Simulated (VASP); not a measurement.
# Ge (Cmcm) in VASP: single point with LDA

Aim: the single point of Ge with LDA.

Everything below comes from runs of VASP 6.6.1. Logs are shortened: lines on timing, memory, paths and dates and some standing lists are left out, and cuts for length are marked.

## (1) The structure

It takes space group Cmcm (No. 63, orthorhombic). Conventional cell: a = 2.976 Å, b = 5.189 Å, c = 4.728 Å, α = 90.00°, β = 90.00°, γ = 90.00°. Around Ge (site symmetry m2m) lie 12 Ge at 2.92 to 2.99 Å.

This isn't the form of Ge at room conditions, which is diamond.

## (2) Single point, LDA

File INCAR:

```
SYSTEM = Ge
PREC = Accurate
ENCUT = 520
EDIFF = 1E-6
ISMEAR = 0
SIGMA = 0.1
LREAL = .False.
LASPH = .True.
NELM = 60
ALGO = Normal
ISIF = 2
LWAVE = .False.
LCHARG = .False.
GGA = CA
NBANDS = 21
```

File KPOINTS:

```
Automatic mesh
0
Gamma
  8 8 4
  0 0 0
```

File POSCAR:

```
Ge
1.0
    1.4880529250     -2.5946896100      0.0000000000
    1.4880529250      2.5946896100      0.0000000000
    0.0000000000      0.0000000000      4.7275957900
Ge
2
Direct
    0.6665533700      0.3334466300      0.2500000000
    0.3334466300      0.6665533700      0.7500000000
```

Potentials or basis: VASP PAW LDA potentials, release 64 (Ge_d).

Run with:

```bash
$ cat potpaw_LDA.64/Ge_d/POTCAR > POTCAR
$ mpirun -np 1 vasp_std > vasp.out
```

OUTCAR:

```text
SYSTEM = Ge
   PREC = Accurate
   ENCUT = 520
   EDIFF = 1E-6
   ISMEAR = 0
   LREAL = .False.
   LASPH = .True.
   NELM = 60
   ISIF = 2
   GGA = CA

 ion  position               nearest neighbor table
   1  0.667  0.333  0.250-
   2  0.333  0.667  0.750-

  LATTYP: Found a base centered orthorhombic cell.
 ALAT       =     2.9761058500
 B/A-ratio  =     1.7436809984
 C/A-ratio  =     1.5885173540

  Lattice vectors:

 A1 = (   1.4880529250,  -2.5946896100,   0.0000000000)
 A2 = (   1.4880529250,   2.5946896100,   0.0000000000)
 A3 = (   0.0000000000,   0.0000000000,   4.7275957900)

Analysis of symmetry for initial positions (statically):
=====================================================================
 Subroutine PRICEL returns:
 Original cell was already a primitive cell.

 Routine SETGRP: Setting up the symmetry group for a
 base centered orthorhombic supercell.

 Subroutine GETGRP returns: Found  8 space group operations
 (whereof  4 operations were pure point group operations)
 out of a pool of  8 trial point group operations.

The static configuration has the point symmetry C_2h.
 The point group associated with its full space group is D_2h.

Analysis of symmetry for dynamics (positions and initial velocities):
=====================================================================
 Subroutine PRICEL returns:
 Original cell was already a primitive cell.

 Routine SETGRP: Setting up the symmetry group for a
 base centered orthorhombic supercell.

 Subroutine GETGRP returns: Found  8 space group operations
 (whereof  4 operations were pure point group operations)
 out of a pool of  8 trial point group operations.

The dynamic configuration has the point symmetry C_2h.
 The point group associated with its full space group is D_2h.

 Subroutine INISYM returns: Found  8 space group operations
 (whereof  4 operations are pure point group operations),
 and found     1 'primitive' translations

----------------------------------------------------------------------------------------

                                     Primitive cell

  volume of cell :      36.5068

  direct lattice vectors                    reciprocal lattice vectors
     1.488052925 -2.594689610  0.000000000     0.336009554 -0.192701277  0.000000000
     1.488052925  2.594689610  0.000000000     0.336009554  0.192701277  0.000000000
     0.000000000  0.000000000  4.727595790     0.000000000  0.000000000  0.211524006

  length of vectors
     2.991106096  2.991106096  4.727595790     0.387345069  0.387345069  0.211524006

  position of ions in fractional coordinates (direct lattice)
     0.666553370  0.333446630  0.250000000
     0.333446630  0.666553370  0.750000000

  ion indices of the primitive-cell ions
   primitive index   ion index
                 1           1
                 2           2

----------------------------------------------------------------------------------------

 KPOINTS: Automatic mesh

Automatic generation of k-mesh.
 Grid dimensions read from file:
 generate k-points for:    8    8    4

 Generating k-lattice:

  Cartesian coordinates                     Fractional coordinates (reciprocal lattice)
     0.042001194 -0.024087660  0.000000000     0.125000000  0.000000000  0.000000000
     0.042001194  0.024087660  0.000000000     0.000000000  0.125000000  0.000000000
     0.000000000  0.000000000  0.052881001     0.000000000  0.000000000  0.250000000

  Length of vectors
     0.048418134  0.048418134  0.052881001

  Shift w.r.t. Gamma in fractional coordinates (k-lattice)
     0.000000000  0.000000000  0.000000000

 Subroutine IBZKPT returns following result:
 ===========================================

 Found     63 irreducible k-points:

 Following reciprocal coordinates:
            Coordinates               Weight
  0.000000  0.000000  0.000000      1.000000
  0.125000  0.000000  0.000000      4.000000
  0.250000  0.000000  0.000000      4.000000
  0.375000 -0.000000  0.000000      4.000000
  0.500000  0.000000  0.000000      2.000000
  0.125000  0.125000  0.000000      2.000000
[... 16 lines left out ...]
  0.125000  0.000000  0.250000      8.000000
  0.250000  0.000000  0.250000      8.000000
 [... further k-points ...]
   k-points           NKPTS =     63   k-points in BZ     NKDIM =     63   number of bands    NBANDS=     21
   number of dos      NEDOS =    301   number of ions     NIONS =      2
   total plane-waves  NPLWV =  20736
   dimension x,y,z NGX =    24 NGY =   24 NGZ =   36
   dimension x,y,z NGXF=    48 NGYF=   48 NGZF=   72
   ions per type =               2
   NGX,Y,Z   is equivalent  to a cutoff of  13.34, 13.34, 12.66 a.u.
   NGXF,Y,Z  is equivalent  to a cutoff of  26.68, 26.68, 25.32 a.u.
 SYSTEM =  Ge
   PREC   = accura    normal or accurate (medium, high low for compatibility)
   ISTART =      0    job   : 0-new  1-cont  2-samecut
   ICHARG =      2    charge: 1-file 2-atom 10-const
   ISPIN  =      1    spin polarized calculation?
   LNONCOLLINEAR =      F non collinear calculations
   LSORBIT =      F    spin-orbit coupling
   LASPH  =      T    aspherical Exc in radial PAW
   ENCUT  =  520.0 eV  38.22 Ry    6.18 a.u.   5.56  5.56  8.79*2*pi/ulx,y,z
   NELM   =     60;   NELMIN=  2; NELMDL= -5     # of ELM steps
   EDIFF  = 0.1E-05   stopping-criterion for ELM
   LREAL  =      F    real-space projection
   EDIFFG = 0.1E-04   stopping-criterion for IOM
   NSW    =      0    number of steps for IOM
   IBRION =     -1    ionic relax: 0-MD 1-quasi-New 2-CG
   NFREE  =      0    steps in history (QN), initial steepest desc. (CG)
   ISIF   =      2    stress and relaxation
   ISYM   =      2    0-nonsym 1-usesym 2-fastsym
   POTIM  = 0.5000    time-step for ionic-motion
   TEBEG  =    0.0;   TEEND  =   0.0 temperature during run
   PSTRESS=    0.0 pullay stress
   NELECT =      28.0000    total number of electrons
   NUPDOWN=      -1.0000    fix difference up-down
   EMIN   =  10.00;   EMAX   =-10.00  energy-range for DOS
   EFERMI =   0.00;   METHOD = LEGACY
   ISMEAR =     0;   SIGMA  =   0.10  broadening in eV -4-tet -1-fermi 0-gaus
   EFERMI_NEDOS =   21; number of points for ismear=-14 and -15
   IALGO  =     38    algorithm
   IMIX   =      4    mixing-type and parameters
     AMIX     =   0.40;   BMIX     =  1.00
     AMIX_MAG =   1.60;   BMIX_MAG =  1.00
  volume/ion in A,a.u.               =      18.25       123.18
  Fermi-wavevector in a.u.,A,eV,Ry     =   1.498544  2.831837 30.553703  2.245634
  Thomas-Fermi vector in A             =   2.610289
   LORBIT       =      0    0 simple, 1 ext, 2 COOP (PROOUT), +10 PAW based schemes
   GGA     = CA    functional components
   LHFCALC =     F    Hartree Fock is set to
   AEXX    =    0.0000 exact exchange contribution
   IVDW    =     0    specifies the selected vdW correction
   LEPSILON=     F    determine dielectric tensor
   LRPA    =     F    only Hartree local field effects (RPA)
 non-spin polarized calculation
 Gauss-broadening in eV      SIGMA  =   0.10
  energy-cutoff  :      520.00
  volume of cell :       36.51
 maximum number of plane-waves:      1014
 NGX is ok and might be reduce to    24
   NGX = 11   NGY = 11   NGZ = 17

 number of electron      28.0000012 magnetization

 Free energy of the ion-electron system (eV)
  ---------------------------------------------------
  ext. energy  EPLUGINS =         0.00000000
  ---------------------------------------------------
  free energy    TOTEN  =        -9.76373073 eV

  energy without entropy =       -9.75854487  energy(sigma->0) =       -9.76113780

 E-fermi :   7.0114     XC(G=0): -11.7457

 val. band max:        7.0087978310   @ k =   0.2500   0.0000   0.2500
 cond. band min:       7.0794679901   @ k =   0.5000   0.1250   0.2500
 fundamental gap:      0.0706701591
 Fermi energy:         7.0113555560

 k-point     1 :       0.0000    0.0000    0.0000
  band No.  band energies     occupation
      1     -17.9519      2.00000
      2     -17.9470      2.00000
      3     -17.9434      2.00000
      4     -17.9401      2.00000
      5     -17.9376      2.00000
      6     -17.9347      2.00000
[... 13 lines left out ...]
     20      19.7965      0.00000
     21      20.9811      0.00000

 k-point     2 :       0.1250    0.0000    0.0000
  band No.  band energies     occupation
      1     -17.9603      2.00000
      2     -17.9466      2.00000
      3     -17.9330      2.00000
      4     -17.9303      2.00000
      5     -17.9266      2.00000
      6     -17.9263      2.00000
[... 13 lines left out ...]
     20      20.3979      0.00000
     21      21.0689      0.00000

 k-point     3 :       0.2500    0.0000    0.0000
  band No.  band energies     occupation
      1     -17.9815      2.00000
      2     -17.9435      2.00000
      3     -17.9428      2.00000
      4     -17.9381      2.00000
      5     -17.9171      2.00000
      6     -17.9015      2.00000
[... 13 lines left out ...]
     20      19.1982      0.00000
     21      20.6345      0.00000

 k-point     4 :       0.3750   -0.0000    0.0000
  band No.  band energies     occupation
      1     -18.0000      2.00000
      2     -17.9614      2.00000
      3     -17.9489      2.00000
      4     -17.9470      2.00000
      5     -17.8997      2.00000
      6     -17.8891      2.00000
[... 13 lines left out ...]
     20      18.3293      0.00000
     21      19.8858      0.00000

 k-point     5 :       0.5000    0.0000    0.0000
  band No.  band energies     occupation
      1     -18.0074      2.00000
      2     -17.9698      2.00000
      3     -17.9531      2.00000
      4     -17.9493      2.00000
      5     -17.8948      2.00000
      6     -17.8921      2.00000
[... 13 lines left out ...]
     20      18.0362      0.00000
     21      19.6326      0.00000
[... 382 lines left out ...]
     20      18.1706      0.00000
     21      19.7912      0.00000

 k-point    22 :       0.0000    0.0000    0.2500
  band No.  band energies     occupation
      1     -17.9551      2.00000
      2     -17.9518      2.00000
      3     -17.9489      2.00000
      4     -17.9443      2.00000
      5     -17.9408      2.00000
      6     -17.9403      2.00000
[... 13 lines left out ...]
     20      20.0864      0.00000
     21      20.2574      0.00000

 k-point    23 :       0.1250    0.0000    0.2500
  band No.  band energies     occupation
      1     -17.9607      2.00000
      2     -17.9493      2.00000
      3     -17.9439      2.00000
      4     -17.9408      2.00000
      5     -17.9319      2.00000
      6     -17.9299      2.00000
[... 13 lines left out ...]
     20      19.4211      0.00000
     21      20.8769      0.00000

 k-point    24 :       0.2500    0.0000    0.2500
  band No.  band energies     occupation
      1     -17.9781      2.00000
      2     -17.9523      2.00000
      3     -17.9481      2.00000
      4     -17.9316      2.00000
      5     -17.9169      2.00000
      6     -17.9002      2.00000
[... 13 lines left out ...]
     20      18.1826      0.00000
     21      18.5501      0.00000

 [... further k-points ...]

------------------------ aborting loop because EDIFF is reached ----------------------------------------

  FORCE on cell =-STRESS in cart. coord.  units (eV):
  Direction    XX          YY          ZZ          XY          YZ          ZX
  --------------------------------------------------------------------------------------
  -------------------------------------------------------------------------------------
  Total       -1.0501601     -0.9031828      0.9410933      0.0000000      0.0000000      0.0000000
  in kB      -46.0884368    -39.6380337     41.3018134      0.0000000      0.0000000      0.0000000
  external PRESSURE =     -14.8082190 kB  Pullay stress =       0.0000000 kB

 VOLUME and BASIS-vectors are now :
 -----------------------------------------------------------------------------
  energy-cutoff  :      520.00
  volume of cell :       36.51
      direct lattice vectors                 reciprocal lattice vectors
     1.488052925 -2.594689610  0.000000000     0.336009554 -0.192701277  0.000000000
     1.488052925  2.594689610  0.000000000     0.336009554  0.192701277  0.000000000
     0.000000000  0.000000000  4.727595790     0.000000000  0.000000000  0.211524006

 POSITION                                       TOTAL-FORCE (eV/Angst)
 -----------------------------------------------------------------------------------
      1.48805     -0.86431      1.18190         0.000000     -0.005804     -0.000000
      1.48805      0.86431      3.54570         0.000000      0.005804      0.000000
 -----------------------------------------------------------------------------------
    total drift:                                0.000000     -0.000000      0.000000

  FREE ENERGIE OF THE ION-ELECTRON SYSTEM (eV)
  ---------------------------------------------------
  free  energy   TOTEN  =        -9.7637307347 eV

  energy  without entropy=       -9.7585448654  energy(sigma->0) =       -9.76113780
```

It took 10 s on 1 thread of Intel Xeon 6975P-C (Granite Rapids), shared host; peak memory 0.16 GiB.

Results:

```
Free energy            : -9.7637 eV
Pressure               : -1.5 GPa
Largest force          : 0.006 eV/Å
Band gap on the k mesh : none (metal or under the smearing width)
```

Forces in eV/Å, atoms in the order of the input:
```
Ge   0.000 -0.006  0.000
Ge   0.000  0.006  0.000
```

Stress tensor (GPa, compression positive):
```
-4.61  0.00  0.00
 0.00 -3.96  0.00
 0.00  0.00  4.13
```

Levels at points of the mesh, in eV from the Fermi level:
```csv
k point,band 10,band 11,band 12,band 13,band 14,band 15,band 16,band 17,band 18,band 19
"(0.00, 0.00, 0.00)",-24.86,-13.59,-7.75,-5.72,6.29,6.40,8.36,8.47,9.74,11.23
"(0.50, 0.00, 0.00)",-24.85,-8.69,-7.34,-2.55,-1.50,-1.10,1.25,2.18,6.30,6.88
"(0.50, 0.50, 0.00)",-24.85,-8.76,-7.38,-2.59,-1.53,-1.16,1.21,2.33,6.44,7.03
"(0.00, 0.00, 0.50)",-24.88,-11.92,-11.92,1.63,1.63,7.41,7.41,7.52,7.52,12.54
"(0.50, 0.00, 0.50)",-24.85,-7.26,-7.26,-5.13,-5.13,3.83,3.83,4.78,4.78,8.52
"(0.50, 0.50, 0.50)",-24.85,-7.34,-7.34,-5.15,-5.15,3.98,3.98,4.80,4.80,8.61
```
